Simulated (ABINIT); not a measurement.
Hf:

```
CELL_PARAMETERS angstrom
3.19670 0.00000 0.00000
-1.59835 2.76842 0.00000
0.00000 0.00000 5.05780
ATOMIC_POSITIONS crystal
Hf 0.66667 0.33333 0.75000
Hf 0.33333 0.66667 0.25000
```

| Quantity | Value |
| --- | --- |
| Program | ABINIT 10.8.3 (patched build) |
| Task | relaxation of cell and atoms |
| Functional | LDA |
| Potentials or basis | JTH PAW LDA v2.0 |
| Cutoff | 463 eV |
| k mesh | 10 × 10 × 5 |
| Occupations | fermi-dirac, width 0.05 eV |
| Spin | no spin polarisation |

At the start: pressure -7.8 GPa; volume 22.38 Å³/atom.

Problem. Where does the relaxation end?

Solution. Over 4 steps the energy falls by 40.9 meV/atom and the volume is 20.81 Å³/atom (-7.0 %); space group P6_3/mmc (No. 194, to 0.05 Å).

The path:
| step | energy change (eV) | largest force (eV/Å) | pressure (GPa) | volume (Å³) |
| --- | --- | --- | --- | --- |
| 1 | 0.0000 | 0.0000 | -7.83 | 44.76 |
| 2 | -0.0444 | 0.0000 | -5.51 | 43.70 |
| 3 | -0.0815 | 0.0000 | 0.52 | 41.43 |
| 4 | -0.0818 | 0.0000 | -0.02 | 41.61 |

Final structure:
```
CELL_PARAMETERS angstrom
3.12145 0.00000 0.00000
-1.56072 2.70325 0.00000
0.00000 0.00000 4.93126
ATOMIC_POSITIONS crystal
Hf 0.66667 0.33333 0.75000
Hf 0.33333 0.66667 0.25000
```
